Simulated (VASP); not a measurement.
# C (P6_3/mmc) in VASP: further runs

Runs on C. Level: PBE+D3(BJ). Tasks: relaxation of cell and atoms.

Everything below comes from runs of VASP 6.6.1. Logs are shortened: lines on timing, memory, paths and dates and some standing lists are left out, and cuts for length are marked.

### 1 The structure

The structure is hexagonal, space group P6_3/mmc (No. 194). The conventional cell has a = 2.467 Å, b = 2.467 Å, c = 7.803 Å, α = 90.00°, β = 90.00°, γ = 120.00°. C (site symmetry -6m2) is surrounded by 3 C at 1.42 Å. Around C (site symmetry -6m2) lie 3 C at 1.42 Å.

### 2 Relaxation of cell and atoms, PBE+D3(BJ)

File INCAR:

```
SYSTEM = C
  ALGO = Fast
  EDIFF = 1E-7
  EDIFFG = -0.002
  ENCUT = 700
  GGA = PE
  IBRION = 2
  ISIF = 3
  ISMEAR = 0
  IVDW = 12
  LASPH = .TRUE.
  LCHARG = .FALSE.
  LREAL = .FALSE.
  LWAVE = .FALSE.
  NELM = 80
  NSW = 80
  PREC = Accurate
  SIGMA = 0.02
```

File KPOINTS:

```
k-points
0
G
  15 15 4
  0 0 0
```

File POSCAR:

```
C
1.0
    2.4672912600      0.0000000000      0.0000000000
   -1.2336456300      2.1367369100      0.0000000000
    0.0000000000      0.0000000000      7.8030730000
C
4
Direct
    0.0000000000      0.0000000000      0.2500000000
    0.0000000000      0.0000000000      0.7500000000
    0.3333333300      0.6666666700      0.2500000000
    0.6666666700      0.3333333300      0.7500000000
```

Potentials or basis: VASP PAW PBE potentials, release 64 (C).

Started as:

```console
$ cat potpaw_PBE.64/C/POTCAR > POTCAR
$ mpirun -np 1 vasp_std > vasp.out
```

OUTCAR:

```text
SYSTEM = C
   EDIFF = 1E-7
   EDIFFG = -0.002
   ENCUT = 700
   GGA = PE
   IBRION = 2
   ISIF = 3
   ISMEAR = 0
   IVDW = 12
   LASPH = .TRUE.
   LREAL = .FALSE.
   NELM = 80
   NSW = 80
   PREC = Accurate
 IVDW          = 12

 ion  position               nearest neighbor table
   1  0.000  0.000  0.250-   3 1.42   3 1.42   3 1.42
   2  0.000  0.000  0.750-   4 1.42   4 1.42   4 1.42
   3  0.333  0.667  0.250-   1 1.42   1 1.42   1 1.42
   4  0.667  0.333  0.750-   2 1.42   2 1.42   2 1.42

  LATTYP: Found a hexagonal cell.
 ALAT       =     2.4672912600
 C/A-ratio  =     3.1626071581

  Lattice vectors:

 A1 = (   2.4672912600,   0.0000000000,   0.0000000000)
 A2 = (  -1.2336456300,   2.1367369100,   0.0000000000)
 A3 = (   0.0000000000,   0.0000000000,   7.8030730000)

Analysis of symmetry for initial positions (statically):
=====================================================================
 Subroutine PRICEL returns:
 Original cell was already a primitive cell.

 Routine SETGRP: Setting up the symmetry group for a
 hexagonal supercell.

 Subroutine GETGRP returns: Found 24 space group operations
 (whereof 12 operations were pure point group operations)
 out of a pool of 24 trial point group operations.

The static configuration has the point symmetry D_3d.
 The point group associated with its full space group is D_6h.

Analysis of symmetry for dynamics (positions and initial velocities):
=====================================================================
 Subroutine PRICEL returns:
 Original cell was already a primitive cell.

 Routine SETGRP: Setting up the symmetry group for a
 hexagonal supercell.

 Subroutine GETGRP returns: Found 24 space group operations
 (whereof 12 operations were pure point group operations)
 out of a pool of 24 trial point group operations.

The dynamic configuration has the point symmetry D_3d.
 The point group associated with its full space group is D_6h.

 Subroutine INISYM returns: Found 24 space group operations
 (whereof 12 operations are pure point group operations),
 and found     1 'primitive' translations

----------------------------------------------------------------------------------------

                                     Primitive cell

  volume of cell :      41.1374

  direct lattice vectors                    reciprocal lattice vectors
     2.467291260  0.000000000  0.000000000     0.405302777  0.234001668  0.000000000
    -1.233645630  2.136736910  0.000000000     0.000000000  0.468003335  0.000000000
     0.000000000  0.000000000  7.803073000     0.000000000  0.000000000  0.128154639

  length of vectors
     2.467291260  2.467291260  7.803073000     0.468003335  0.468003335  0.128154639

  position of ions in fractional coordinates (direct lattice)
     0.000000000  0.000000000  0.250000000
     0.000000000  0.000000000  0.750000000
     0.333333330  0.666666670  0.250000000
     0.666666670  0.333333330  0.750000000

  ion indices of the primitive-cell ions
   primitive index   ion index
                 1           1
                 2           2
                 3           3
                 4           4

----------------------------------------------------------------------------------------

 KPOINTS: k-points

Automatic generation of k-mesh.
 Grid dimensions read from file:
 generate k-points for:   15   15    4

 Generating k-lattice:

  Cartesian coordinates                     Fractional coordinates (reciprocal lattice)
     0.027020185  0.015600111  0.000000000     0.066666667  0.000000000  0.000000000
     0.000000000  0.031200222  0.000000000     0.000000000  0.066666667  0.000000000
     0.000000000  0.000000000  0.032038660     0.000000000  0.000000000  0.250000000

  Length of vectors
     0.031200222  0.031200222  0.032038660

  Shift w.r.t. Gamma in fractional coordinates (k-lattice)
     0.000000000  0.000000000  0.000000000

 Subroutine IBZKPT returns following result:
 ===========================================

 Found     81 irreducible k-points:

 Following reciprocal coordinates:
            Coordinates               Weight
  0.000000  0.000000  0.000000      1.000000
  0.066667  0.000000  0.000000      6.000000
  0.133333  0.000000  0.000000      6.000000
  0.200000  0.000000  0.000000      6.000000
  0.266667  0.000000  0.000000      6.000000
  0.333333  0.000000  0.000000      6.000000
[... 16 lines left out ...]
  0.333333  0.200000  0.000000     12.000000
  0.400000  0.200000  0.000000      6.000000
 [... further k-points ...]
   k-points           NKPTS =     81   k-points in BZ     NKDIM =     81   number of bands    NBANDS=     12
   number of dos      NEDOS =    301   number of ions     NIONS =      4
   total plane-waves  NPLWV =  40320
   dimension x,y,z NGX =    24 NGY =   24 NGZ =   70
   dimension x,y,z NGXF=    48 NGYF=   48 NGZF=  140
   ions per type =               4
   NGX,Y,Z   is equivalent  to a cutoff of  16.17, 16.17, 14.91 a.u.
   NGXF,Y,Z  is equivalent  to a cutoff of  32.34, 32.34, 29.83 a.u.
 SYSTEM =  C
   PREC   = accura    normal or accurate (medium, high low for compatibility)
   ISTART =      0    job   : 0-new  1-cont  2-samecut
   ICHARG =      2    charge: 1-file 2-atom 10-const
   ISPIN  =      1    spin polarized calculation?
   LNONCOLLINEAR =      F non collinear calculations
   LSORBIT =      F    spin-orbit coupling
   LASPH  =      T    aspherical Exc in radial PAW
   ENCUT  =  700.0 eV  51.45 Ry    7.17 a.u.   5.32  5.32 16.83*2*pi/ulx,y,z
   NELM   =     80;   NELMIN=  2; NELMDL= -5     # of ELM steps
   EDIFF  = 0.1E-06   stopping-criterion for ELM
   LREAL  =      F    real-space projection
   EDIFFG = -.2E-02   stopping-criterion for IOM
   NSW    =     80    number of steps for IOM
   IBRION =      2    ionic relax: 0-MD 1-quasi-New 2-CG
   NFREE  =      1    steps in history (QN), initial steepest desc. (CG)
   ISIF   =      3    stress and relaxation
   ISYM   =      2    0-nonsym 1-usesym 2-fastsym
   POTIM  = 0.5000    time-step for ionic-motion
   TEBEG  =    0.0;   TEEND  =   0.0 temperature during run
   PSTRESS=    0.0 pullay stress
   NELECT =      16.0000    total number of electrons
   NUPDOWN=      -1.0000    fix difference up-down
   EMIN   =  10.00;   EMAX   =-10.00  energy-range for DOS
   EFERMI =   0.00;   METHOD = LEGACY
   ISMEAR =     0;   SIGMA  =   0.02  broadening in eV -4-tet -1-fermi 0-gaus
   EFERMI_NEDOS =   21; number of points for ismear=-14 and -15
   IALGO  =     68    algorithm
   IMIX   =      4    mixing-type and parameters
     AMIX     =   0.40;   BMIX     =  1.00
     AMIX_MAG =   1.60;   BMIX_MAG =  1.00
  volume/ion in A,a.u.               =      10.28        69.40
  Fermi-wavevector in a.u.,A,eV,Ry     =   1.195003  2.258229 19.429568  1.428033
  Thomas-Fermi vector in A             =   2.330979
   LORBIT       =      0    0 simple, 1 ext, 2 COOP (PROOUT), +10 PAW based schemes
   GGA     = PE    functional components
   LHFCALC =     F    Hartree Fock is set to
   AEXX    =    0.0000 exact exchange contribution
   IVDW    =    12    specifies the selected vdW correction
   LEPSILON=     F    determine dielectric tensor
   LRPA    =     F    only Hartree local field effects (RPA)
 conjugate gradient relaxation of ions
 non-spin polarized calculation
 RMM-DIIS sequential band-by-band and
 Gauss-broadening in eV      SIGMA  =   0.02
  energy-cutoff  :      700.00
  volume of cell :       41.14
 maximum number of plane-waves:      1756
 NGX is ok and might be reduce to    24
   NGX = 11   NGY = 11   NGZ = 33

--------------------------------------- Ionic step        1  -------------------------------------------

 number of electron      15.9999999 magnetization

 Free energy of the ion-electron system (eV)
  ---------------------------------------------------
  ext. energy  EPLUGINS =         0.00000000
  ---------------------------------------------------
  free energy    TOTEN  =       -36.92432733 eV

  energy without entropy =      -36.92407815  energy(sigma->0) =      -36.92420274

------------------------ aborting loop because EDIFF is reached ----------------------------------------

 Edisp (eV)   -0.52304

 E8    (eV) :    -0.1459

  FORCE on cell =-STRESS in cart. coord.  units (eV):
  Direction    XX          YY          ZZ          XY          YZ          ZX
  --------------------------------------------------------------------------------------
  -------------------------------------------------------------------------------------
  Total      -0.21261    -0.21261    -0.56651     0.00000     0.00000     0.00000
  in kB      -8.28036    -8.28036   -22.06388     0.00000     0.00000     0.00000
  external pressure =      -12.87 kB  Pullay stress =        0.00 kB
[... 830 lines left out ...]
 k-point    24 :       0.4000    0.2000    0.0000
  band No.  band energies     occupation
      1      -9.7893      2.00000
      2      -9.7436      2.00000
      3      -8.8060      2.00000
      4      -8.7757      2.00000
      5      -4.9664      2.00000
      6      -4.9238      2.00000
      7       2.1973      2.00000
      8       2.5803      2.00000
      9       5.2022      0.00000
     10       5.3346      0.00000
     11      14.6160      0.00000
     12      15.0258      0.00000

 [... further k-points ...]

[... ionic steps 4 to 11 ...]

--------------------------------------- Ionic step       12  -------------------------------------------

 number of electron      15.9999999 magnetization

------------------------ aborting loop because EDIFF is reached ----------------------------------------

 Edisp (eV)   -0.62297

 E8    (eV) :    -0.1765
[... 73 lines left out ...]
  energy  without entropy=      -37.5039993934  energy(sigma->0) =      -37.50409881

--------------------------------------- Ionic step       14  -------------------------------------------

 number of electron      15.9999999 magnetization

 Free energy of the ion-electron system (eV)
  ---------------------------------------------------
  ext. energy  EPLUGINS =         0.00000000
  ---------------------------------------------------
  free energy    TOTEN  =       -36.87769970 eV

  energy without entropy =      -36.87750089  energy(sigma->0) =      -36.87760030

 E-fermi :   4.6822     XC(G=0): -10.3337

 val. band max:        4.6803376677   @ k =   0.3333   0.3333   0.5000
 cond. band min:       4.6827724789   @ k =   0.3333   0.3333   0.2500
 fundamental gap:      0.0024348111
 Fermi energy:         4.6821715166

 k-point     1 :       0.0000    0.0000    0.0000
  band No.  band energies     occupation
      1     -14.9641      2.00000
      2     -14.6607      2.00000
      3      -3.8320      2.00000
      4      -1.8507      2.00000
      5       1.6688      2.00000
      6       1.6688      2.00000
      7       1.6875      2.00000
      8       1.6875      2.00000
      9       8.9899      0.00000
     10      13.0111      0.00000
     11      13.0111      0.00000
     12      13.0639      0.00000
[... 380 lines left out ...]
  FREE ENERGIE OF THE ION-ELECTRON SYSTEM (eV)
  ---------------------------------------------------
  free  energy   TOTEN  =       -37.5041980128 eV

  energy  without entropy=      -37.5039992068  energy(sigma->0) =      -37.50409861

 reached required accuracy - stopping structural energy minimisation
```

It took 6.8 min on 1 thread of Intel Xeon Platinum 8375C at 2.90GHz (Ice Lake), shared host; peak memory 0.23 GiB.

Results:

```
Free energy                            : -37.5042 eV
Relaxed volume                         : 8.81 Å³/atom
Relaxed cell                           : a = 2.465 Å, b = 2.465 Å, c = 6.700 Å, α = 90.00°, β = 90.00°, γ = 120.00°
Space group after relaxing (to 0.05 Å) : P6_3/mmc (No. 194)
Energy gained by relaxing              : 14.2 meV/atom
Ionic steps                            : 14
Pressure after relaxing                : 0.0 GPa
Band gap on the k mesh                 : none (metal or under the smearing width)
Dispersion energy per atom             : -0.157 eV
```

The path:
| step | energy change (eV) | largest force (eV/Å) | pressure (GPa) | volume (Å³) |
| --- | --- | --- | --- | --- |
| 1 | 0.0000 | 0.0000 | -1.29 | 41.14 |
| 2 | -0.0031 | 0.0000 | 0.64 | 40.65 |
| 3 | -0.0033 | 0.0000 | 1.21 | 40.51 |
| 4 | -0.0044 | 0.0000 | 1.21 | 40.42 |
| 5 | -0.0080 | 0.0000 | 1.20 | 40.17 |
| 6 | -0.0150 | 0.0000 | 1.18 | 39.67 |
| 7 | -0.0284 | 0.0000 | 1.16 | 38.65 |
| 8 | -0.0498 | 0.0000 | 1.26 | 36.63 |
| 9 | -0.0256 | 0.0000 | 2.63 | 32.58 |
| 10 | -0.0551 | 0.0000 | 1.41 | 35.67 |
| 11 | -0.0560 | 0.0000 | 1.53 | 35.08 |
| 12 | -0.0524 | 0.0000 | -3.40 | 35.66 |
| 13 | -0.0568 | 0.0000 | 0.00 | 35.26 |
| 14 | -0.0568 | 0.0000 | 0.02 | 35.25 |

Final structure:
```yaml
crystal:
  lattice:
    - [2.46491, 0.00000, 0.00000]
    - [-1.23246, 2.13468, 0.00000]
    - [0.00000, 0.00000, 6.69979]
  atoms:
    - { symbol: C, position: [0.00000, 0.00000, 0.25000] }
    - { symbol: C, position: [0.00000, 0.00000, 0.75000] }
    - { symbol: C, position: [0.33333, 0.66667, 0.25000] }
    - { symbol: C, position: [0.66667, 0.33333, 0.75000] }
```

Levels at points of the mesh, in eV from the Fermi level:
```csv
k point,band 4,band 5,band 6,band 7,band 8,band 9,band 10,band 11,band 12
"(0.00, 0.00, 0.00)",-6.53,-3.01,-3.01,-2.99,-2.99,4.31,8.33,8.33,8.38
"(0.00, 0.00, 0.50)",-7.62,-3.00,-3.00,-3.00,-3.00,6.96,6.96,8.35,8.35
```

[end of part 1 of 2]
